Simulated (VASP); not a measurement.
Crystal: CaSe.

```
Ca Se
1.0
     0.00000    2.95600    2.95600
     2.95600    0.00000    2.95600
     2.95600    2.95600    0.00000
Ca Se
1 1
Cartesian
  0.0000 0.0000 0.0000
  2.9560 2.9560 2.9560
```

```yaml
Program: VASP 6.6.1
Task: relaxation of cell and atoms
Functional: PBE
Potentials_or_basis: VASP PAW PBE potentials, release 64 (Ca_sv, Se)
Cutoff: 600 eV
k_mesh: 8 × 8 × 8
Occupations: gaussian, width 0.03 eV
Spin: no spin polarisation
```

At the start: pressure 1.4 GPa; volume 25.83 Å³/atom.

**Question.** How do energy, volume and symmetry change on relaxing?

**Answer.** Over 3 steps the energy falls by 2.9 meV/atom and the volume is 26.54 Å³/atom (+2.7 %); space group Fm-3m (No. 225, to 0.05 Å).

Step by step:
| step | energy change (eV) | largest force (eV/Å) | pressure (GPa) | volume (Å³) |
| --- | --- | --- | --- | --- |
| 1 | 0.0000 | 0.0000 | 1.36 | 51.66 |
| 2 | -0.0057 | 0.0000 | -0.22 | 53.32 |
| 3 | -0.0059 | 0.0000 | 0.00 | 53.07 |

Final structure:
```xyz
2
Lattice="0.0000 2.9827 2.9827 2.9827 0.0000 2.9827 2.9827 2.9827 0.0000" Properties=species:S:1:pos:R:3 pbc="T T T"
Ca    0.0000    0.0000    0.0000
Se    2.9827    2.9827    2.9827
```
